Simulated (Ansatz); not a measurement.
# Si: energy against volume in PBE, exact exchange and the RPA

One table from this session's results is given with a row withheld; the runs are named, their logs left out.

The runs shown are made with Ansatz 0.2.0. PBE orbitals, norm-conserving pseudopotentials, plane waves. Computed at 0 K without zero-point motion; spin polarisation is off.

## The structure to begin with

The cell was relaxed beforehand with r2SCAN; volume changes: +0 %, -5 %, +5 %, -10 %, +10 %.

The symmetry is I4/mmm (No. 139, tetragonal); a = 6.654 Å, c = 3.845 Å in the conventional setting, 21.28 Å³ an atom. Around Si lie 4 Si at 2.34–2.38 Å.

Coordinates:

```
Si
1.0
    -3.32701    3.32701    1.92256
     3.32701   -3.32701    1.92256
     3.32701    3.32701   -1.92256
Si
4
Direct
  0.17879 0.17879 0.35758
  0.82121 0.82121 0.64242
  0.17879 0.82121 0.00000
  0.82121 0.17879 0.00000
```

The first run:

input.yaml

```yaml
crystal:
  lattice:
    - [-3.3270138075, 3.3270138075, 1.9225592172]
    - [3.3270138075, -3.3270138075, 1.9225592172]
    - [3.3270138075, 3.3270138075, -1.9225592172]
  atoms:
    - { symbol: Si, position: [0.1787893956, 0.1787893956, 0.3575787913] }
    - { symbol: Si, position: [0.8212106044, 0.8212106044, 0.6424212087] }
    - { symbol: Si, position: [0.1787893956, 0.8212106044, 0.0] }
    - { symbol: Si, position: [0.8212106044, 0.1787893956, 0.0] }
kpoints:
  mp_grid: { grid: [4, 4, 4] }
hamiltonian:
  xc: pbe
  pseudopotentials: { kind: nc }
scf:
  occupations: { method: fixed }
output:
  rpa_energy:
    ecut_chi_ladder: [144, 161, 178, 198, 217]
    long_wavelength: optical_limit
basis:
  ecutwfc: 489.804952
```

Steps of the session up to this table: The unscaled cell; Volume -5 %; Volume +5 %; Volume -10 %; Volume +10 %.

One table of the session follows, with a row left open; its other results are not shown here.

It belongs to the step «The three curves». Energies in meV/atom from the unscaled cell:

| volume (Å³/atom) | PBE | exact exchange | EXX+RPA | RPA correlation |
| --- | --- | --- | --- | --- |
| 20.217 | 24.9 | 26.7 | 2.9 | -23.8 |
| 21.281 | 0.0 | 0.0 | 0.0 | 0.0 |
| 22.345 | ? | ? | ? | ? |
| 23.409 | 31.2 | 45.1 | 72.0 | 26.9 |

**Question.** Estimate the row for volume (Å³/atom) = 22.345.

Worked estimate for «PBE». A straight line through the neighbours (21.281, 0.0) and (23.409, 31.2) gives 0.0 + (31.2 − 0.0) × (22.345 − 21.281) / (23.409 − 21.281) = 15.6; a parabola fitted to 3 rows on both sides gives 2.1.

The run gave: PBE: 4.3; exact exchange: 8.7; EXX+RPA: 25.1; RPA correlation: 16.5. In «PBE» the line misses by +11.3 and the parabola by -2.2.

The log puts the extrapolation error of each correlation energy at up to 1 meV/atom, against 72 meV/atom for the whole EXX+RPA curve; part of it cancels between volumes. The 4×4×4 mesh and the pseudopotentials limit these values, and the core-valence term stays semilocal.

Limits of these values: Warnings in the runs' records: many body gap not shown.
